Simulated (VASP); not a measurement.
# CdSe (P6_3mc): a series in uniaxial stress along [0001]

How do the elastic response and the band edges of CdSe follow uniaxial stress along [0001]?

Main program and level: VASP 6.6.1; LDA; plane waves and PAW (Cd, Se), in the first sound run; inputs show where later runs differ.

## 1. Set-up

Symmetry: P6_3mc, No. 186, hexagonal system. Conventional cell: a = 4.300 Å, b = 4.300 Å, c = 7.010 Å, α = 90.00°, β = 90.00°, γ = 120.00°. Nearest to Cd lie 4 Se at 2.63 to 2.64 Å. Nearest to Se lie 4 Cd at 2.63 to 2.64 Å. Farther neighbours and most contacts between anions are not listed.

As a file:

```cif
data_structure
_symmetry_space_group_name_H-M 'P 1'
_symmetry_Int_Tables_number 1
_cell_length_a 4.3000
_cell_length_b 4.3000
_cell_length_c 7.0100
_cell_angle_alpha 90.000
_cell_angle_beta 90.000
_cell_angle_gamma 120.000
_cell_volume 112.25
loop_
_atom_site_label
_atom_site_type_symbol
_atom_site_fract_x
_atom_site_fract_y
_atom_site_fract_z
_atom_site_occupancy
Cd1 Cd 0.33333 0.66667 0.00000 1
Cd2 Cd 0.66667 0.33333 0.50000 1
Se3 Se 0.33333 0.66667 0.37700 1
Se4 Se 0.66667 0.33333 0.87700 1
```

## 2. Relax the crystal, LDA

The series starts from the cell that this level prefers, so that zero strain is near zero stress.

This step took 2 runs in a row; the last is shown.

Level: LDA; plane waves and PAW (Cd, Se).

INCAR reads:

```
SYSTEM = CdSe
PREC = Accurate
ENCUT = 450
EDIFF = 1E-07
NELM = 120
ISMEAR = 0
SIGMA = 0.02
LREAL = .FALSE.
ALGO = Normal
GGA = CA
NBANDS = 24
LASPH = .TRUE.
LORBIT = 11
LWAVE = .FALSE.
LCHARG = .FALSE.
KPAR = 16
IBRION = 2
NSW = 40
ISIF = 3
EDIFFG = -0.005
POTIM = 0.4
```

POSCAR reads:

```
CdSe
1.0
    4.2577089772      0.0000000000      0.0000000000
   -2.1288544886      3.6872841359      0.0000000000
    0.0000000000      0.0000000000      6.9557135279
Cd Se
2 2
Direct
    0.3333333333      0.6666666667      0.0008133063
    0.6666666667      0.3333333333      0.5008133063
    0.3333333333      0.6666666667      0.3761866937
    0.6666666667      0.3333333333      0.8761866937
```

KPOINTS reads:

```
Automatic mesh
0
Gamma
8 8 5
0 0 0
```

PAW data sets: Cd and Se (LDA family, release 64).

Run with:

```bash
$ mpirun -np 16 vasp_std
```

Log:

```text
[banner, memory and clock lines left out]
running   16 mpi-ranks, on    1 nodes
[...]
|                                                                             |
|           W    W    AA    RRRRR   N    N  II  N    N   GGGG   !!!           |
|           W    W   A  A   R    R  NN   N  II  NN   N  G    G  !!!           |
|           W    W  A    A  R    R  N N  N  II  N N  N  G       !!!           |
|           W WW W  AAAAAA  RRRRR   N  N N  II  N  N N  G  GGG   !            |
|           WW  WW  A    A  R   R   N   NN  II  N   NN  G    G                |
|           W    W  A    A  R    R  N    N  II  N    N   GGGG   !!!           |
|                                                                             |
|     For optimal performance we recommend to set                             |
|       NCORE = 2 up to number-of-cores-per-socket                            |
|     NCORE specifies how many cores store one orbital (NPAR=cpu/NCORE).      |
|     This setting can greatly improve the performance of VASP for DFT.       |
[...]
DAV:  12    -0.135179096927E+02    0.24883E-05   -0.36813E-05  1768   0.704E-02    0.878E-03
DAV:  13    -0.135179089403E+02    0.75233E-06   -0.51177E-06  1624   0.277E-02    0.164E-03
DAV:  14    -0.135179089486E+02   -0.82778E-08   -0.47709E-07  1456   0.402E-03
   1 F= -.13517909E+02 E0= -.13517909E+02  d E =-.135179E+02
[...]
N       E                     dE             d eps       ncg     rms          rms(c)
DAV:   1    -0.135181945152E+02   -0.28557E-03   -0.59579E-03  1560   0.795E-01    0.123E-01
DAV:   2    -0.135179465732E+02    0.24794E-03   -0.69044E-04  1544   0.326E-01    0.422E-02
DAV:   3    -0.135179228557E+02    0.23718E-04   -0.63060E-05  1600   0.643E-02    0.371E-02
DAV:   4    -0.135179183546E+02    0.45011E-05   -0.60624E-06  1592   0.167E-02    0.542E-03
DAV:   5    -0.135179178679E+02    0.48675E-06   -0.19851E-06  1744   0.168E-02    0.231E-03
DAV:   6    -0.135179178729E+02   -0.49822E-08   -0.21335E-07   848   0.415E-03
   2 F= -.13517918E+02 E0= -.13517918E+02  d E =-.892426E-05
 trial-energy change:   -0.000009  1 .order   -0.000012   -0.000029    0.000006
 step:   0.7470(harm=  0.8359)  dis= 0.00002  next Energy=   -13.517919 (dE=-0.969E-05)
 reached required accuracy - stopping structural energy minimisation
```

Elapsed: 9 s, on 16 MPI ranks of AMD EPYC 9R14 (Zen 4), shared host; peak memory 3.3 GiB.

Lines that name or quote the potential files are left out of all logs, and their timing lines are given in words.

From OUTCAR (step 2):

```text
  Total        0.0053683      0.0053683      0.0096299      0.0000000      0.0000000      0.0000000
  in kB        0.0788337      0.0788337      0.1414143      0.0000000      0.0000000      0.0000000
  external PRESSURE =       0.0996939 kB  Pullay stress =       0.0000000 kB

 POSITION                                       TOTAL-FORCE (eV/Angst)
 -----------------------------------------------------------------------------------
     -0.00000      2.45734      0.00563         0.000000     -0.000000      0.001038
      2.12812      1.22867      3.48282        -0.000000     -0.000000      0.001038
     -0.00000      2.45734      2.61616        -0.000000      0.000000     -0.001038
      2.12812      1.22867      6.09334         0.000000      0.000000     -0.001038
 -----------------------------------------------------------------------------------
    total drift:                                0.000000      0.000000      0.002084

  FREE ENERGIE OF THE ION-ELECTRON SYSTEM (eV)
  ---------------------------------------------------
  free  energy   TOTEN  =       -13.5179178729 eV

  energy  without entropy=      -13.5179178729  energy(sigma->0) =      -13.51791787

 reached required accuracy - stopping structural energy minimisation

[... 3 further parts left out ...]
[key lines of the parts left out:]
E-fermi :   1.1651
```

This run gave:

| Property | Result |
| --- | --- |
| energy(sigma→0) of the program | -13.5179 eV |
| stress, compression positive | xx, yy, zz 0.01, 0.01, 0.01 GPa |
| volume | 109.103 Å³ |
| ionic steps | 2 |

## 3. Strain across the axis, LDA

One member in full: the axis is strained by 1 %, and the two directions across it are strained alike until their mean stress is under 0.012 GPa or five steps are spent.

This step took 3 runs, each at a new trial strain with the atoms of the one before; the last is shown.

Level: LDA; plane waves and PAW (Cd, Se).

INCAR: that of step 2 with these lines changed.

```diff
@@ -15,7 +15,7 @@
 LCHARG = .FALSE.
-KPAR = 16
-IBRION = 2
-NSW = 40
-ISIF = 3
-EDIFFG = -0.005
-POTIM = 0.4
+KPAR = 4
+IBRION = 1
+NSW = 25
+ISIF = 2
+EDIFFG = -0.004
+POTIM = 0.3
```

POSCAR reads:

```
CdSe
1.0
    4.2426342710      0.0000000000      0.0000000000
   -2.1213171360      3.6742290580      0.0000000000
    0.0000000000      0.0000000000      7.0239063820
Cd Se
2 2
Direct
    0.3333333333      0.6666666667      0.0023278375
    0.6666666667      0.3333333333      0.5023278375
    0.3333333333      0.6666666667      0.3746721625
    0.6666666667      0.3333333333      0.8746721625
```

KPOINTS is that of step 2.

Run with:

```bash
$ mpirun -np 4 vasp_std
```

Log:

```text
[banner, memory and clock lines left out]
running    4 mpi-ranks, on    1 nodes
[...]
LDA part: xc-table for (Slater(with rela. corr.)+CA(PZ))
 , standard interpolation
 POSCAR, INCAR and KPOINTS ok, starting setup
[...]
entering main loop
       N       E                     dE             d eps       ncg     rms          rms(c)
DAV:   1     0.226126259190E+03    0.22613E+03   -0.16063E+04  1440   0.122E+03
DAV:   2    -0.279862508398E+01   -0.22892E+03   -0.22209E+03  1632   0.317E+02
DAV:   3    -0.141806414588E+02   -0.11382E+02   -0.11347E+02  1808   0.724E+01
DAV:   4    -0.142603479389E+02   -0.79706E-01   -0.79698E-01  1552   0.591E+00
[...]
DAV:  12    -0.135162056248E+02    0.28240E-05   -0.39997E-05  1728   0.729E-02    0.884E-03
DAV:  13    -0.135162048267E+02    0.79805E-06   -0.54570E-06  1640   0.283E-02    0.200E-03
DAV:  14    -0.135162048251E+02    0.16180E-08   -0.53320E-07  1424   0.421E-03
   1 F= -.13516205E+02 E0= -.13516205E+02  d E =-.135162E+02
 BRION: g(F)=  0.436E-05 g(S)=  0.000E+00
[...]
N       E                     dE             d eps       ncg     rms          rms(c)
DAV:   1    -0.135162079872E+02   -0.31605E-05   -0.69780E-04  1464   0.156E-01    0.533E-03
DAV:   2    -0.135162086141E+02   -0.62686E-06   -0.71909E-06  1784   0.163E-02    0.191E-03
DAV:   3    -0.135162086048E+02    0.93000E-08   -0.45217E-08  1024   0.152E-03
   2 F= -.13516209E+02 E0= -.13516209E+02  d E =-.377967E-05
 BRION: g(F)=  0.200E-05 g(S)=  0.000E+00 retain N=  1 mean eig= 3.09
 eig:   3.094
[...]
N       E                     dE             d eps       ncg     rms          rms(c)
DAV:   1    -0.135162096282E+02   -0.10141E-05   -0.30622E-03  1448   0.327E-01    0.111E-02
DAV:   2    -0.135162123355E+02   -0.27073E-05   -0.31250E-05  1776   0.341E-02    0.399E-03
DAV:   3    -0.135162122967E+02    0.38811E-07   -0.19746E-07  1224   0.316E-03
   3 F= -.13516212E+02 E0= -.13516212E+02  d E =-.369190E-05
 BRION: g(F)=  0.403E-08 g(S)=  0.000E+00 retain N=  1 mean eig= 3.24
 eig:   3.240
 reached required accuracy - stopping structural energy minimisation
```

Run time: 21 s. Hardware: 4 MPI ranks; peak memory 0.73 GiB; 70 s of CPU time.

Parts of OUTCAR (step 3):

```text
  Total        0.0009842      0.0009842     -0.4299831     -0.0000000      0.0000000      0.0000000
  in kB        0.0144014      0.0144014     -6.2918945     -0.0000000      0.0000000      0.0000000
  external PRESSURE =      -2.0876973 kB  Pullay stress =       0.0000000 kB

 POSITION                                       TOTAL-FORCE (eV/Angst)
 -----------------------------------------------------------------------------------
     -0.00000      2.44949      0.01580         0.000000      0.000000     -0.000187
      2.12132      1.22474      3.52775        -0.000000     -0.000000     -0.000187
     -0.00000      2.44949      2.63221        -0.000000      0.000000      0.000187
      2.12132      1.22474      6.14417         0.000000      0.000000      0.000187
 -----------------------------------------------------------------------------------
    total drift:                                0.000000      0.000000     -0.000777

  FREE ENERGIE OF THE ION-ELECTRON SYSTEM (eV)
  ---------------------------------------------------
  free  energy   TOTEN  =       -13.5162122967 eV

  energy  without entropy=      -13.5162122967  energy(sigma->0) =      -13.51621230

[... 2 parts as in an earlier step ...]

[... 2 further parts left out ...]
[key lines of the parts left out:]
E-fermi :   1.1685
```

Numbers from this step:

```
energy(sigma→0) of the program : -13.5162 eV
stress, compression positive   : xx, yy, zz 0.00, 0.00, -0.63 GPa
ionic steps                    : 3
```

## 4. Band edges, TB-mBJ with spin-orbit coupling

Short lines in KPOINTS_OPT sample the zone centre along and across the axis, for masses, and the other valleys.

Level: TB-mBJ, spin-orbit coupling; plane waves and PAW (Cd, Se).

TB-mBJ has no energy functional, so the total energy, stress and pressure in this output mean nothing.

INCAR reads:

```
SYSTEM = CdSe
PREC = Accurate
ENCUT = 450
EDIFF = 1E-06
NELM = 150
ISMEAR = 0
SIGMA = 0.02
LREAL = .FALSE.
ALGO = Normal
METAGGA = MBJ
LASPH = .TRUE.
LNONCOLLINEAR = .TRUE.
MAGMOM = 0 0 0 0 0 0 0 0 0 0 0 0
NBANDS = 46
GGA_COMPAT = .FALSE.
LSORBIT = .TRUE.
LWAVE = .FALSE.
LCHARG = .FALSE.
KPAR = 4
```

POSCAR reads:

```
CdSe
1.0
    4.2426342710      0.0000000000      0.0000000000
   -2.1213171360      3.6742290580      0.0000000000
    0.0000000000      0.0000000000      7.0239063820
Cd Se
2 2
Direct
    0.3333333333      0.6666666667      0.0022495531
    0.6666666667      0.3333333333      0.5022495531
    0.3333333333      0.6666666667      0.3747504469
    0.6666666667      0.3333333333      0.8747504469
```

KPOINTS reads:

```
Automatic mesh
0
Gamma
7 7 4
0 0 0
```

KPOINTS_OPT reads:

```
Line mode
6
Line-mode
Reciprocal
  0.00000000   0.00000000   0.00000000
  0.00000000   0.00000000   0.05589447

  0.00000000   0.00000000   0.00000000
 -0.03376181   0.01688091   0.00000000

  0.50000000   0.00000000   0.00000000
  0.50000000   0.00000000   0.50000000

  0.33333333   0.33333333   0.00000000
  0.33333333   0.33333333   0.50000000
```

Run with:

```bash
$ mpirun -np 4 vasp_ncl
```

Log:

```text
[banner, memory and clock lines left out]
running    4 mpi-ranks, on    1 nodes
[...]
|                                                                             |
|               ----> ADVICE to this user running VASP <----                  |
|                                                                             |
|     You enforced a specific xc type in the INCAR file but a different       |
|     [... a line on the potential file left out ...]
|     I HOPE YOU KNOW WHAT YOU ARE DOING!                                     |
|                                                                             |

 LDA part: xc-table for (None), standard interpolation
 POSCAR, INCAR and KPOINTS ok, starting setup
[...]
entering main loop
       N       E                     dE             d eps       ncg     rms          rms(c)
DAV:   1     0.611433788896E+02    0.61143E+02   -0.15909E+04  2952   0.127E+03
DAV:   2    -0.178084114080E+03   -0.23923E+03   -0.23296E+03  3286   0.341E+02
DAV:   3    -0.192207507528E+03   -0.14123E+02   -0.14048E+02  3502   0.820E+01
DAV:   4    -0.192357662456E+03   -0.15015E+00   -0.15002E+00  3292   0.790E+00
[...]
DAV:  50    -0.188328852438E+03    0.49831E-05   -0.10202E-11  1550   0.216E-05    0.172E-05
DAV:  51    -0.188328854456E+03   -0.20185E-05   -0.16376E-12  1562   0.178E-05    0.172E-06
DAV:  52    -0.188328854432E+03    0.23832E-07    0.68847E-14  1544   0.540E-06
   1 F= -.18832885E+03 E0= -.18832885E+03  d E =-.196846E-20  mag=     0.0000    -0.0000    -0.0000
 Start KPOINTS_OPT (optional k-point list driver)
k-point batch [1-24\24]
       N       E                     dE             ncg
DAV:   1     0.228871446828E+04   -0.99551E+04     2224
DAV:   2    -0.347710999795E+04   -0.57658E+04     2512
DAV:   3    -0.379731302419E+04   -0.32020E+03     2580
DAV:   4    -0.380078897921E+04   -0.34760E+01     2490
DAV:   5    -0.380083547537E+04   -0.46496E-01     2490
DAV:   6    -0.380083662368E+04   -0.11483E-02     2500
DAV:   7    -0.380083666390E+04   -0.40224E-04     2104
DAV:   8    -0.380083666556E+04   -0.16517E-05     1844
DAV:   9    -0.380083666567E+04   -0.11120E-06     1524
```

Elapsed: 7.4 min, on 4 MPI ranks; peak memory 2.5 GiB.

OUTCAR, selected parts (step 4):

```text
  LATTYP: Found a hexagonal cell.
 ALAT       =     4.2426342710
 C/A-ratio  =     1.6555531147

 Subroutine GETGRP returns: Found 12 space group operations
 (whereof  6 operations were pure point group operations)

The static configuration has the point symmetry C_3v.
 The point group associated with its full space group is C_6v.

 Found     32 irreducible k-points:

   k-points           NKPTS =     32   k-points in BZ     NKDIM =     32   number of bands    NBANDS=     46

   dimension x,y,z NGX =    30 NGY =   30 NGZ =   50
   dimension x,y,z NGXF=    60 NGYF=   60 NGZF=  100

   ENCUT  =  450.0 eV  33.07 Ry    5.75 a.u.   7.34  7.34 12.15*2*pi/ulx,y,z

   NELECT =      36.0000    total number of electrons

 E-fermi :   1.8092

 k-point     1 :       0.0000    0.0000    0.0000
  band No.  band energies     occupation
    ...
     32       1.3063      1.00000
     33       1.6252      1.00000
     34       1.6252      1.00000
     35       1.6861      1.00000
     36       1.6861      1.00000
     37       3.6241      0.00000
     38       3.6241      0.00000
     39       5.0221      0.00000
     40       5.0221      0.00000
     41       8.1218      0.00000
    ...

 k-point     2 :       0.1429   -0.0000    0.0000
  band No.  band energies     occupation
    ...
     32       0.7261      1.00000
     33       1.2812      1.00000
     34       1.3052      1.00000
     35       1.4982      1.00000
     36       1.5177      1.00000
     37       4.4378      0.00000
     38       4.4465      0.00000
     39       5.6864      0.00000
     40       5.7157      0.00000
     41       7.8200      0.00000
    ...

  Total      -62.5222146    -62.5222146    -63.0624781      0.0000000      0.0000000      0.0000000
  in kB     -914.8805553   -914.8805555   -922.7861706      0.0000001      0.0000000      0.0000000
  external PRESSURE =    -917.5157605 kB  Pullay stress =       0.0000000 kB

 POSITION                                       TOTAL-FORCE (eV/Angst)
 -----------------------------------------------------------------------------------
     -0.00000      2.44949      0.01580        -0.000000      0.000000     -0.053019
      2.12132      1.22474      3.52775         0.000000     -0.000000     -0.053019
     -0.00000      2.44949      2.63221        -0.000000      0.000000      0.053019
      2.12132      1.22474      6.14417         0.000000     -0.000000      0.053019
 -----------------------------------------------------------------------------------
    total drift:                               -0.000000      0.000000     -0.248465

  FREE ENERGIE OF THE ION-ELECTRON SYSTEM (eV)
  ---------------------------------------------------
  free  energy   TOTEN  =      -188.3288544325 eV

  energy  without entropy=     -188.3288544325  energy(sigma->0) =     -188.32885443

 Spin-Orbit-Coupling matrix elements
 Ion:    1  E_soc:     -0.0544491
 Ion:    2  E_soc:     -0.0544491
 Ion:    3  E_soc:     -0.0359225
 Ion:    4  E_soc:     -0.0359225

[... 1 part as in an earlier step ...]

[... 7 further parts left out ...]
```

## 5. Band edges, r2SCAN

Short lines in KPOINTS_OPT sample the zone centre along and across the axis, for masses, and the other valleys.

Level: r2SCAN; plane waves and PAW (Cd, Se).

INCAR reads:

```
SYSTEM = CdSe
PREC = Accurate
ENCUT = 450
EDIFF = 1E-06
NELM = 100
ISMEAR = 0
SIGMA = 0.02
LREAL = .FALSE.
ALGO = Normal
METAGGA = R2SCAN
LASPH = .TRUE.
NBANDS = 23
LWAVE = .FALSE.
LCHARG = .FALSE.
KPAR = 4
```

POSCAR is that of step 4.

KPOINTS is that of step 4.

KPOINTS_OPT is that of step 4.

Run with:

```bash
$ mpirun -np 4 vasp_std
```

Log:

```text
[banner, memory and clock lines left out]
running    4 mpi-ranks, on    1 nodes
[...]
[... a notice as in an earlier step ...]

 LDA part: xc-table for (None), standard interpolation
 POSCAR, INCAR and KPOINTS ok, starting setup
[...]
entering main loop
       N       E                     dE             d eps       ncg     rms          rms(c)
DAV:   1    -0.801378685591E+03   -0.80138E+03   -0.16458E+04  1104   0.130E+03
DAV:   2    -0.103925869457E+04   -0.23788E+03   -0.23193E+03  1244   0.338E+02
DAV:   3    -0.105118037534E+04   -0.11922E+02   -0.11890E+02  1300   0.780E+01
DAV:   4    -0.105126858927E+04   -0.88214E-01   -0.88191E-01  1237   0.651E+00
[...]
DAV:  13    -0.104167262002E+04    0.88354E-05   -0.56816E-05  1258   0.892E-02    0.758E-03
DAV:  14    -0.104167262167E+04   -0.16505E-05   -0.44110E-06  1150   0.164E-02    0.273E-03
DAV:  15    -0.104167262174E+04   -0.68195E-07   -0.14295E-07   622   0.301E-03
   1 F= -.10416726E+04 E0= -.10416726E+04  d E =-.208496E-13
 Start KPOINTS_OPT (optional k-point list driver)
k-point batch [1-24\24]
       N       E                     dE             ncg
DAV:   1     0.125447202650E+04   -0.12205E+05     1104
DAV:   2    -0.440301205037E+04   -0.56575E+04     1286
DAV:   3    -0.467078377240E+04   -0.26777E+03     1356
DAV:   4    -0.467255249161E+04   -0.17687E+01     1188
DAV:   5    -0.467257162324E+04   -0.19132E-01     1363
DAV:   6    -0.467257198717E+04   -0.36394E-03     1258
DAV:   7    -0.467257199700E+04   -0.98217E-05     1275
DAV:   8    -0.467257199731E+04   -0.31147E-06      881
```

Run time: 54 s. Hardware: 4 MPI ranks; peak memory 0.95 GiB.

(Continued in part 2 of 2.)

[Lines on the potential files, build, host, timing and source positions are cut from VASP's logs without a mark.]

[Logs are printed without paths, hosts, clocks, repeated set-up lines and the standing remarks that a program may print on its own settings, such as how far it seeks lower states.]

[Hosts, paths, dates, database ids (printed as entryN), source tags and the programs' standing remarks are cut or masked in the printed files.]

[In band tables of VASP the shares of atoms and orbitals are scaled to a sum of 1 inside the atoms' spheres.]
